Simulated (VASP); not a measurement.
Input of a VASP 6.6.1 run:

The input INCAR:

```
SYSTEM = MgSe
ALGO     = Normal         ! electronic algorithm
EDIFF    = 1E-6           ! SCF threshold, eV
ENCUT    = 520            ! plane-wave cutoff, eV
GGA      = PE             ! functional
ISIF     = 2              ! what is computed and relaxed
ISMEAR   = 0              ! smearing method
LASPH    = .TRUE.         ! aspherical terms in the spheres
LCHARG   = .FALSE.        ! write CHGCAR
LREAL    = .FALSE.        ! projectors in reciprocal space
LWAVE    = .FALSE.        ! write WAVECAR
NBANDS   = 11             ! bands
NELM     = 100            ! most SCF steps
PREC     = Accurate       ! precision mode
SIGMA    = 0.02           ! smearing width, eV
```

File KPOINTS:

```
k-points
0
G
  8 8 8
  0 0 0
```

POSCAR

```
MgSe
1.0
    0.0000000000      2.7543379145      2.7543379145
    2.7543379145      0.0000000000      2.7543379145
    2.7543379145      2.7543379145      0.0000000000
Mg Se
1 1
Direct
    0.0000000000      0.0000000000      0.0000000000
    0.5000000000      0.5000000000      0.5000000000
```

Potentials or basis: VASP PAW PBE potentials, release 64 (Mg, Se).

Launch:

```console
$ cat potpaw_PBE.64/Mg/POTCAR potpaw_PBE.64/Se/POTCAR > POTCAR
$ mpirun -np 1 vasp_std > vasp.out
```

Task: What does it give for the pressure?

Result: -0.1 GPa.

Task: What does it give for the band gap on the k mesh?

Result: 1.75 eV, indirect (least direct gap 2.39 eV).

A k mesh can miss the band edges.
